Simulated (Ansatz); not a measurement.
**Sn: a one-atom displacement scan**

The task, for Sn: measure how stiffly atom 1 (Sn) is held.

Method: DFT PBEsol, scalar-relativistic, plane waves, PAW, in Ansatz 0.2.0.

## 1. The starting structure

Symmetry: Immm, No. 71, orthorhombic system. The conventional cell has a = 3.453 Å, b = 3.551 Å, c = 4.677 Å, α = 90.00°, β = 90.00°, γ = 90.00°. Around Sn (site symmetry mmm) lie 12 Sn at 3.41 to 3.55 Å.

Structure file:

```xyz
8
Lattice="-3.4531 3.5511 -4.6767 -3.4531 -3.5511 4.6767 3.4531 3.5511 4.6767" Properties=species:S:1:pos:R:3 pbc="T T T"
Sn   -3.4531    0.0000    0.0000
Sn   -1.7265    1.7755   -2.3383
Sn   -1.7265   -1.7755    2.3383
Sn    0.0000    0.0000    0.0000
Sn   -1.7265    1.7755    2.3383
Sn    0.0000    3.5511    0.0000
Sn    0.0000    0.0000    4.6767
Sn    1.7265    1.7755    2.3383
```

It goes back to an entry of the Materials Project, which need not be the stable form.

The cell is taken as given, not relaxed at this level.

## 2. The undisturbed cell

The input, input.yaml:

```yaml
crystal:
  lattice:
    - [-3.453078, 3.551094, -4.676684]
    - [-3.453078, -3.551094, 4.676684]
    - [3.453078, 3.551094, 4.676684]
  atoms:
    - { symbol: Sn, position: [0.5, 0.5, 0.0] }
    - { symbol: Sn, position: [0.5, 0.0, 0.0] }
    - { symbol: Sn, position: [0.0, 0.5, 0.0] }
    - { symbol: Sn, position: [0.0, 0.0, 0.0] }
    - { symbol: Sn, position: [0.5, 0.5, 0.5] }
    - { symbol: Sn, position: [0.5, 0.0, 0.5] }
    - { symbol: Sn, position: [0.0, 0.5, 0.5] }
    - { symbol: Sn, position: [0.0, 0.0, 0.5] }
basis:
  ecutwfc: 420
kpoints:
  mp_grid: { grid: [10, 10, 10] }
hamiltonian:
  xc: pbesol
scf:
  occupations: { method: gaussian, width: 0.15 }
output:
  forces: true
  stress: true
  eigenvalues: true
```

Started as:

```
$ ansatz run input.yaml --threads 2 --pin off --max-ram 5120MiB --backend cpu --events-out ev --progress --plain --runs-dir out
```

Log, cut to the lines that bear on the results:

```text
Warning: RAYON_NUM_THREADS=2 ignored (pool sized by the plan → 2); use --threads N
[...]
Pseudopotentials: kind: paw
Pseudopotential: Sn, paw, valence charge 14, recommended cutoff 420 eV (normal), Sn.paw.azcp
Functional definition: PBEsol
[...]
Crystal: 8 atoms, lattice volume = 229.386 Å³
Basis set: ecut = 420 eV, 4503 PW (Γ), exchange–correlation on 96×96×96 points (8 copies of the dense FFT grid, shifted against one another)
Bands: 68, of which v1, the nominal top of the filled ones, is band 56 counted from 1 (55 counted from 0)
Symmetry: 64 space group operations
Space group: Immm (ITA 71), of the structure as read, at distance tolerance 6.1e-5 Å
k-points: 171 of 1000
[...]
SCF iter   1: F=—  HF=-47597.865409 eV  |F-HF|=—  |Δ(HF+E_count)|=         —  Δρ=2.52e-3  dr2=7.87e-3  ethr=1.77e-3  ⟨swp⟩=7.8  Hψ=47151  notcnv=0
[...]
SCF iter   7: F=-47597.853954 eV  HF=-47597.853954 eV  |F-HF|=9.69e-8  |Δ(HF+E_count)|=   2.54e-8  Δρ=6.99e-6  dr2=9.88e-8  ethr=8.93e-11  ⟨swp⟩=9.2  Hψ=49391  notcnv=0
[...]
SCF converged after 7 iterations
Free energy (F): -47597.853954 eV
[...]
E sigma→0 (E₀):  -47597.829818 eV
Entropy (-TS):   -0.048272 eV (-6.034 meV/atom)
Fermi energy:    10.006214 eV
[...]
--- Forces (eV/Å), atoms counted from 1 ---
  atom   1  Sn    -0.00000000     0.00000000     0.00000000
  atom   2  Sn     0.00000000     0.00000000     0.00000000
  atom   3  Sn    -0.00000000     0.00000000    -0.00000000
  atom   4  Sn    -0.00000000     0.00000000    -0.00000000
  atom   5  Sn    -0.00000000     0.00000000     0.00000000
  atom   6  Sn    -0.00000000     0.00000000    -0.00000000
  atom   7  Sn    -0.00000000     0.00000000     0.00000000
  atom   8  Sn    -0.00000000    -0.00000000    -0.00000000
[...]
--- Stress (GPa, compression-positive) ---
       -3.144546       0.000000       0.000000
        0.000000      -3.943628      -0.000000
        0.000000      -0.000000      -3.627871
  P = ⅓ Tr σ = -3.5720 GPa (-35.720 kbar)
--- Band table (eV; the first three rows and the last of 171) ---
[...]
```

Run time: 76 s. Hardware: 2 threads of Arm Neoverse V2, shared host; peak memory 1.7 GiB.

The cell is repeated 8 times, 8 atoms in all. Reference values: F = -47597.8540 eV; pressure -3.57 GPa; largest force 0.000 eV/Å; gap on the mesh none (metal).

## 3. Setting up a one-atom displacement scan

Atom 1 (Sn) is moved by x along the Cartesian unit vector (0.707, 0.707, 0.000); the cell and all other atoms stay fixed. Forces below are components along that vector, summed over the moved atoms. In a periodic cell its images move with it.

## 4. x = -0.300 Å

Changes to input.yaml since step 2:

```diff
@@ -6,3 +6,3 @@
   atoms:
-    - { symbol: Sn, position: [0.5, 0.5, 0.0] }
+    - { symbol: Sn, position: [0.500847822, 0.5307163688, -0.0298685468] }
     - { symbol: Sn, position: [0.5, 0.0, 0.0] }
@@ -26 +26,5 @@
   eigenvalues: true
+  write_density: true
+  write_potential: true
+  elf: true
+  volumetric_format: npy
```

Started as:

```
$ ansatz run input.yaml --threads 2 --pin off --max-ram 5120MiB --backend cpu --events-out ev --progress --plain --runs-dir out
```

Log, cut to the lines that bear on the results:

```text
Warning: RAYON_NUM_THREADS=2 ignored (pool sized by the plan → 2); use --threads N
[...]
[... 3 set-up lines as earlier in the session ...]
[...]
Crystal: 8 atoms, lattice volume = 229.386 Å³
Basis set: ecut = 420 eV, 4503 PW (Γ), exchange–correlation on 96×96×96 points (8 copies of the dense FFT grid, shifted against one another)
Bands: 68, of which v1, the nominal top of the filled ones, is band 56 counted from 1 (55 counted from 0)
Symmetry: 2 space group operations
Space group: Cm (ITA 8), of the structure as read, at distance tolerance 6.1e-5 Å
k-points: 282 of 1000 (time reversal used)
[...]
SCF iter   1: F=—  HF=-47597.828096 eV  |F-HF|=—  |Δ(HF+E_count)|=         —  Δρ=2.53e-3  dr2=8.80e-3  ethr=1.77e-3  ⟨swp⟩=7.9  Hψ=78276  notcnv=0
[...]
SCF iter   8: F=-47597.816274 eV  HF=-47597.816274 eV  |F-HF|=1.59e-8  |Δ(HF+E_count)|=   1.04e-7  Δρ=2.72e-6  dr2=1.52e-8  ethr=8.93e-11  ⟨swp⟩=14.3  Hψ=135171  notcnv=0
[...]
SCF converged after 8 iterations
Free energy (F): -47597.816274 eV
[...]
E sigma→0 (E₀):  -47597.792279 eV
Entropy (-TS):   -0.047989 eV (-5.999 meV/atom)
Fermi energy:    9.995904 eV
[...]
--- Forces (eV/Å), atoms counted from 1 ---
  atom   1  Sn     0.22537552     0.17647881     0.00000000
  atom   2  Sn    -0.06866812    -0.07374219     0.14866053
  atom   3  Sn     0.05229189     0.04740285    -0.00145441
  atom   4  Sn    -0.15946770     0.02988685     0.00000000
  atom   5  Sn    -0.06866812    -0.07374219    -0.14866053
  atom   6  Sn    -0.06095183    -0.05973384    -0.00000000
  atom   7  Sn     0.02779650    -0.09395312    -0.00000000
  atom   8  Sn     0.05229189     0.04740285     0.00145441
[...]
--- Stress (GPa, compression-positive) ---
       -2.904197       0.036159       0.000000
        0.036159      -3.716581      -0.000000
        0.000000      -0.000000      -3.379005
  P = ⅓ Tr σ = -3.3333 GPa (-33.333 kbar)
--- Band table (eV; the first three rows and the last of 282) ---
[...]
```

It took 4.3 min on 2 threads of Arm Neoverse V2, shared host; peak memory 2.6 GiB.

Axes a, b and c in the maps are those of this run's conventional cell (a, b, c = 9.906, 9.353, 6.906 Å).

Density in a lattice plane of the grid's cell (edges 9.91 and 9.35 Å, at 0.000 of the third edge), which holds Sn.

Values in e/Å³, 12 rows by 12 columns:
```
 1.37  0.33  0.11  0.10  0.11  0.33  1.37  0.32  0.11  0.11  0.11  0.32
 0.11  0.11  0.33  1.33  0.33  0.11  0.11  0.11  0.33  1.33  0.33  0.11
 0.05  0.09  1.23 15.69  1.23  0.09  0.05  0.09  1.24 15.72  1.24  0.09
 0.11  0.11  0.33  1.33  0.33  0.11  0.11  0.11  0.33  1.33  0.33  0.11
 1.37  0.32  0.11  0.11  0.11  0.32  1.37  0.33  0.11  0.10  0.11  0.33
16.46  1.16  0.10  0.06  0.10  1.16 16.52  1.16  0.09  0.04  0.09  1.16
 1.37  0.32  0.11  0.11  0.11  0.32  1.37  0.33  0.11  0.10  0.11  0.33
 0.11  0.11  0.33  1.33  0.33  0.11  0.11  0.11  0.33  1.33  0.33  0.11
 0.05  0.09  1.24 15.72  1.24  0.09  0.05  0.09  1.23 15.69  1.23  0.09
 0.11  0.11  0.33  1.33  0.33  0.11  0.11  0.11  0.33  1.33  0.33  0.11
 1.37  0.33  0.11  0.10  0.11  0.33  1.37  0.32  0.11  0.11  0.11  0.32
16.52  1.16  0.09  0.04  0.09  1.16 16.46  1.16  0.10  0.06  0.10  1.16
```
Columns run along the first of these edges and rows up along the second, over one cell in 12 and 12 even steps from the bottom left corner. Atoms in the plane (fractional): Sn at (0.25, 0.75), Sn at (0.75, 0.25), Sn at (0.00, 0.00), Sn at (0.50, 0.50), Sn at (0.25, 0.25), Sn at (0.75, 0.75), Sn at (0.00, 0.50), Sn at (0.50, 0.00).

ELF in the same plane.

Values, 12 rows by 12 columns:
```
0.31 0.35 0.27 0.31 0.27 0.34 0.31 0.34 0.26 0.29 0.26 0.33
0.30 0.27 0.35 0.31 0.35 0.27 0.30 0.25 0.34 0.30 0.33 0.25
0.09 0.25 0.31 0.00 0.31 0.24 0.09 0.25 0.31 0.00 0.31 0.24
0.30 0.25 0.33 0.30 0.34 0.25 0.30 0.27 0.35 0.31 0.35 0.27
0.31 0.33 0.26 0.29 0.26 0.33 0.31 0.35 0.27 0.31 0.27 0.35
0.00 0.32 0.25 0.11 0.25 0.31 0.00 0.32 0.25 0.08 0.25 0.32
0.31 0.34 0.26 0.29 0.26 0.33 0.31 0.35 0.27 0.31 0.27 0.34
0.30 0.25 0.34 0.30 0.33 0.25 0.30 0.27 0.35 0.31 0.35 0.27
0.09 0.25 0.31 0.00 0.31 0.24 0.09 0.25 0.31 0.00 0.31 0.24
0.30 0.27 0.35 0.31 0.35 0.27 0.30 0.25 0.33 0.30 0.34 0.25
0.31 0.35 0.27 0.31 0.27 0.35 0.31 0.33 0.26 0.29 0.26 0.33
0.00 0.32 0.25 0.08 0.25 0.32 0.00 0.32 0.25 0.11 0.25 0.31
```
Columns run along the first of these edges and rows up along the second, over one cell in 12 and 12 even steps from the bottom left corner. Atoms in the plane (fractional): Sn at (0.25, 0.75), Sn at (0.75, 0.25), Sn at (0.00, 0.00), Sn at (0.50, 0.50), Sn at (0.25, 0.25), Sn at (0.75, 0.75), Sn at (0.00, 0.50), Sn at (0.50, 0.00).

Both are smooth fields of the valence electrons: close to the nuclei they are not physical.

## 5. x = 0.225 Å

Changes to input.yaml since step 4:

```diff
@@ -6,3 +6,3 @@
   atoms:
-    - { symbol: Sn, position: [0.500847822, 0.5307163688, -0.0298685468] }
+    - { symbol: Sn, position: [0.4993641335, 0.4769627234, 0.0224014101] }
     - { symbol: Sn, position: [0.5, 0.0, 0.0] }
@@ -26,5 +26 @@
   eigenvalues: true
-  write_density: true
-  write_potential: true
-  elf: true
-  volumetric_format: npy
```

Started as:

```
$ ansatz run input.yaml --threads 2 --pin off --max-ram 5120MiB --backend cpu --events-out ev --progress --plain --runs-dir out
```

Log, cut to the lines that bear on the results:

```text
Warning: RAYON_NUM_THREADS=2 ignored (pool sized by the plan → 2); use --threads N
[...]
[... 3 set-up lines as earlier in the session ...]
[...]
Crystal: 8 atoms, lattice volume = 229.386 Å³
Basis set: ecut = 420 eV, 4503 PW (Γ), exchange–correlation on 96×96×96 points (8 copies of the dense FFT grid, shifted against one another)
Bands: 68, of which v1, the nominal top of the filled ones, is band 56 counted from 1 (55 counted from 0)
[... 2 set-up lines as earlier in the session ...]
k-points: 282 of 1000 (time reversal used)
[...]
SCF iter   1: F=—  HF=-47597.845681 eV  |F-HF|=—  |Δ(HF+E_count)|=         —  Δρ=2.53e-3  dr2=8.41e-3  ethr=1.77e-3  ⟨swp⟩=7.8  Hψ=78117  notcnv=0
[...]
SCF iter   8: F=-47597.833980 eV  HF=-47597.833980 eV  |F-HF|=2.19e-8  |Δ(HF+E_count)|=   9.52e-8  Δρ=3.28e-6  dr2=2.03e-8  ethr=8.93e-11  ⟨swp⟩=10.2  Hψ=82861  notcnv=0
[...]
SCF converged after 8 iterations
Free energy (F): -47597.833980 eV
[...]
E sigma→0 (E₀):  -47597.809842 eV
Entropy (-TS):   -0.048276 eV (-6.034 meV/atom)
Fermi energy:    10.000152 eV
[...]
--- Forces (eV/Å), atoms counted from 1 ---
  atom   1  Sn    -0.15241801    -0.11853942    -0.00000000
  atom   2  Sn     0.04702293     0.05060499    -0.10445424
  atom   3  Sn    -0.03926048    -0.03577296     0.00104438
  atom   4  Sn     0.11217293    -0.02142216    -0.00000000
  atom   5  Sn     0.04702293     0.05060499     0.10445424
  atom   6  Sn     0.04542797     0.04463912     0.00000000
  atom   7  Sn    -0.02070796     0.06565827     0.00000000
  atom   8  Sn    -0.03926048    -0.03577296    -0.00104438
[...]
--- Stress (GPa, compression-positive) ---
       -3.008220       0.022176       0.000000
        0.022176      -3.816479      -0.000000
        0.000000      -0.000000      -3.492128
  P = ⅓ Tr σ = -3.4389 GPa (-34.389 kbar)
--- Band table (eV; the first three rows and the last of 282) ---
[...]
```

It took 3 min on 2 threads of Arm Neoverse V2, shared host; peak memory 2.6 GiB.

## 6. Point x = -0.150 Å

Changes to input.yaml since step 5:

```diff
@@ -6,3 +6,3 @@
   atoms:
-    - { symbol: Sn, position: [0.4993641335, 0.4769627234, 0.0224014101] }
+    - { symbol: Sn, position: [0.500423911, 0.5153581844, -0.0149342734] }
     - { symbol: Sn, position: [0.5, 0.0, 0.0] }
```

Started as:

```
$ ansatz run input.yaml --threads 2 --pin off --max-ram 5120MiB --backend cpu --events-out ev --progress --plain --runs-dir out
```

Log, cut to the lines that bear on the results:

```text
[...]
SCF converged after 8 iterations
Free energy (F): -47597.845471 eV
[...]
E sigma→0 (E₀):  -47597.821311 eV
Entropy (-TS):   -0.048319 eV (-6.040 meV/atom)
Fermi energy:    10.003428 eV
[...]
--- Forces (eV/Å), atoms counted from 1 ---
  atom   1  Sn     0.09359598     0.07241382     0.00000000
  atom   2  Sn    -0.02932866    -0.03158059     0.06652654
  atom   3  Sn     0.02618372     0.02397616    -0.00070923
  atom   4  Sn    -0.07114716     0.01398496     0.00000000
  atom   5  Sn    -0.02932866    -0.03158059    -0.06652654
  atom   6  Sn    -0.03010428    -0.02958028    -0.00000000
  atom   7  Sn     0.01394535    -0.04160969    -0.00000000
  atom   8  Sn     0.02618372     0.02397616     0.00070923
[...]
--- Stress (GPa, compression-positive) ---
       -3.083357       0.010564       0.000000
        0.010564      -3.887327      -0.000000
        0.000000      -0.000000      -3.569030
  P = ⅓ Tr σ = -3.5132 GPa (-35.132 kbar)
--- Band table (eV; the first three rows and the last of 282) ---
[...]
```

It took 3.2 min on 2 threads of Arm Neoverse V2, shared host; peak memory 2.6 GiB.

## 7. x = 0.075 Å

Changes to input.yaml since step 6:

```diff
@@ -6,3 +6,3 @@
   atoms:
-    - { symbol: Sn, position: [0.500423911, 0.5153581844, -0.0149342734] }
+    - { symbol: Sn, position: [0.4997880445, 0.4923209078, 0.0074671367] }
     - { symbol: Sn, position: [0.5, 0.0, 0.0] }
@@ -26 +26,5 @@
   eigenvalues: true
+  write_density: true
+  write_potential: true
+  elf: true
+  volumetric_format: npy
```

Started as:

```
$ ansatz run input.yaml --threads 2 --pin off --max-ram 5120MiB --backend cpu --events-out ev --progress --plain --runs-dir out
```

Log, cut to the lines that bear on the results:

```text
Warning: RAYON_NUM_THREADS=2 ignored (pool sized by the plan → 2); use --threads N
[...]
[... 3 set-up lines as earlier in the session ...]
[...]
Crystal: 8 atoms, lattice volume = 229.386 Å³
Basis set: ecut = 420 eV, 4503 PW (Γ), exchange–correlation on 96×96×96 points (8 copies of the dense FFT grid, shifted against one another)
Bands: 68, of which v1, the nominal top of the filled ones, is band 56 counted from 1 (55 counted from 0)
[... 2 set-up lines as earlier in the session ...]
k-points: 282 of 1000 (time reversal used)
[...]
SCF iter   1: F=—  HF=-47597.863451 eV  |F-HF|=—  |Δ(HF+E_count)|=         —  Δρ=2.52e-3  dr2=7.92e-3  ethr=1.77e-3  ⟨swp⟩=7.7  Hψ=77721  notcnv=0
[...]
SCF iter   8: F=-47597.851894 eV  HF=-47597.851894 eV  |F-HF|=2.87e-8  |Δ(HF+E_count)|=   4.78e-8  Δρ=3.84e-6  dr2=2.62e-8  ethr=8.93e-11  ⟨swp⟩=8.3  Hψ=107984  notcnv=0
[...]
SCF converged after 8 iterations
Free energy (F): -47597.851894 eV
[...]
E sigma→0 (E₀):  -47597.827753 eV
Entropy (-TS):   -0.048283 eV (-6.035 meV/atom)
Fermi energy:    10.005513 eV
[...]
--- Forces (eV/Å), atoms counted from 1 ---
  atom   1  Sn    -0.04429775    -0.03415965    -0.00000000
  atom   2  Sn     0.01407918     0.01515016    -0.03240666
  atom   3  Sn    -0.01308503    -0.01202303     0.00037046
  atom   4  Sn     0.03438795    -0.00698820    -0.00000000
  atom   5  Sn     0.01407918     0.01515016     0.03240666
  atom   6  Sn     0.01503186     0.01474529     0.00000000
  atom   7  Sn    -0.00711036     0.02014827     0.00000000
  atom   8  Sn    -0.01308503    -0.01202303    -0.00037046
[...]
--- Stress (GPa, compression-positive) ---
       -3.129115       0.002769       0.000000
        0.002769      -3.929588      -0.000000
        0.000000      -0.000000      -3.613424
  P = ⅓ Tr σ = -3.5574 GPa (-35.574 kbar)
--- Band table (eV; the first three rows and the last of 282) ---
[...]
```

Run time: 4.7 min. Hardware: 2 threads of Arm Neoverse V2, shared host; peak memory 2.6 GiB.

Axes a, b and c in the maps are those of this run's conventional cell (a, b, c = 9.906, 9.353, 6.906 Å).

Density in a lattice plane of the grid's cell (edges 9.91 and 9.35 Å, at 0.000 of the third edge), which holds Sn.

Ten even steps from '0' (0.05 e/Å³) to '9' (16.52 e/Å³):
```
310000000001310000000001
000000000000000000000000
000000000000000000000000
000003630000000003630000
000003630000000003630000
000000000000000000000000
000000000000000000000000
310000000001310000000001
940000000004940000000004
310000000001310000000001
000000000000000000000000
000000000000000000000000
000003630000000003630000
000003630000000003630000
000000000000000000000000
000000000000000000000000
310000000001310000000001
940000000004940000000004
```
Columns run along the first of these edges and rows up along the second, over one cell in 24 and 18 even steps from the bottom left corner. Atoms in the plane (fractional): Sn at (0.25, 0.75), Sn at (0.75, 0.25), Sn at (0.00, 0.00), Sn at (0.50, 0.50), Sn at (0.25, 0.25), Sn at (0.75, 0.75), Sn at (0.00, 0.50), Sn at (0.50, 0.00).

ELF in the same plane.

Ten even steps from '0' (0.00) to '9' (0.36):
```
259964446995259964446995
999889998899999999999999
877999899977877999899977
236992029963236992029963
236992029963236992029963
877999899977877999899977
999999999999999889998899
259964446995259964446995
008963236980008963236980
259964446995259964446995
999999999999999889998899
877999899977877999899977
236992029963236992029963
236992029963236992029963
877999899977877999899977
999889998899999999999999
259964446995259964446995
008963236980008963236980
```
Columns run along the first of these edges and rows up along the second, over one cell in 24 and 18 even steps from the bottom left corner. Atoms in the plane (fractional): Sn at (0.25, 0.75), Sn at (0.75, 0.25), Sn at (0.00, 0.00), Sn at (0.50, 0.50), Sn at (0.25, 0.25), Sn at (0.75, 0.75), Sn at (0.00, 0.50), Sn at (0.50, 0.00).

Both are smooth fields of the valence electrons: close to the nuclei they are not physical.

## 8. x = 0.263 Å

Changes to input.yaml since step 7:

```diff
@@ -6,3 +6,3 @@
   atoms:
-    - { symbol: Sn, position: [0.4997880445, 0.4923209078, 0.0074671367] }
+    - { symbol: Sn, position: [0.4992581558, 0.4731231773, 0.0261349784] }
     - { symbol: Sn, position: [0.5, 0.0, 0.0] }
@@ -26,5 +26 @@
   eigenvalues: true
-  write_density: true
-  write_potential: true
-  elf: true
-  volumetric_format: npy
```

Started as:

```
$ ansatz run input.yaml --threads 2 --pin off --max-ram 5120MiB --backend cpu --events-out ev --progress --plain --runs-dir out
```

Log, cut to the lines that bear on the results:

```text
Warning: RAYON_NUM_THREADS=2 ignored (pool sized by the plan → 2); use --threads N
[...]
[... 3 set-up lines as earlier in the session ...]
[...]
Crystal: 8 atoms, lattice volume = 229.386 Å³
Basis set: ecut = 420 eV, 4503 PW (Γ), exchange–correlation on 96×96×96 points (8 copies of the dense FFT grid, shifted against one another)
Bands: 68, of which v1, the nominal top of the filled ones, is band 56 counted from 1 (55 counted from 0)
[... 2 set-up lines as earlier in the session ...]
k-points: 282 of 1000 (time reversal used)
[...]
SCF iter   1: F=—  HF=-47597.837782 eV  |F-HF|=—  |Δ(HF+E_count)|=         —  Δρ=2.53e-3  dr2=8.59e-3  ethr=1.77e-3  ⟨swp⟩=7.9  Hψ=78160  notcnv=0
[...]
SCF iter   8: F=-47597.825993 eV  HF=-47597.825993 eV  |F-HF|=1.90e-8  |Δ(HF+E_count)|=   1.01e-7  Δρ=3.04e-6  dr2=1.79e-8  ethr=8.93e-11  ⟨swp⟩=10.2  Hψ=83530  notcnv=0
[...]
SCF converged after 8 iterations
Free energy (F): -47597.825993 eV
[...]
E sigma→0 (E₀):  -47597.801910 eV
Entropy (-TS):   -0.048167 eV (-6.021 meV/atom)
Fermi energy:    9.998135 eV
[...]
--- Forces (eV/Å), atoms counted from 1 ---
  atom   1  Sn    -0.18683566    -0.14577722    -0.00000000
  atom   2  Sn     0.05725148     0.06155814    -0.12560790
  atom   3  Sn    -0.04578159    -0.04160624     0.00123465
  atom   4  Sn     0.13489695    -0.02548889    -0.00000000
  atom   5  Sn     0.05725148     0.06155814     0.12560790
  atom   6  Sn     0.05318584     0.05221070     0.00000000
  atom   7  Sn    -0.02418674     0.07915167     0.00000000
  atom   8  Sn    -0.04578159    -0.04160624    -0.00123465
[...]
--- Stress (GPa, compression-positive) ---
       -2.959816       0.028964       0.000000
        0.028964      -3.770197      -0.000000
        0.000000      -0.000000      -3.440369
  P = ⅓ Tr σ = -3.3901 GPa (-33.901 kbar)
--- Band table (eV; the first three rows and the last of 282) ---
[...]
```

Run time: 3 min. Hardware: 2 threads of Arm Neoverse V2, shared host; peak memory 2.6 GiB.

## 9. The scan collected

All points in order; energies are free energies above the reference cell:

```
 x (Å)  ΔE (meV/cell)  force on the moved atoms (eV/Å)  pressure (GPa)
-0.300           37.7                            0.284            -3.3
-0.150            8.5                            0.117            -3.5
 0.000            0.0                            0.000            -3.6
 0.075            2.1                           -0.056            -3.6
 0.225           20.0                           -0.192            -3.4
 0.263           28.0                           -0.235            -3.4
```

Not run, since symmetry makes them alike: 0.300 repeats -0.300, -0.225 repeats 0.225, 0.150 repeats -0.150, -0.075 repeats 0.075. Energy, pressure and gap are the same there.

## 10. Summary of results

```
                                                        quantity       value
force constant along x, from the points at -0.150, 0 and 0.075 Å  0.75 eV/Å²
```

**Reading.** The restoring force grows by 0.75 eV/Å per Å near the site; for the mass of Sn against a rigid frame that is a vibration of about 42 cm⁻¹. The step of 0.15 Å is wide, so anharmonic terms mix in. The undisturbed cell stays the lowest of the sampled points.
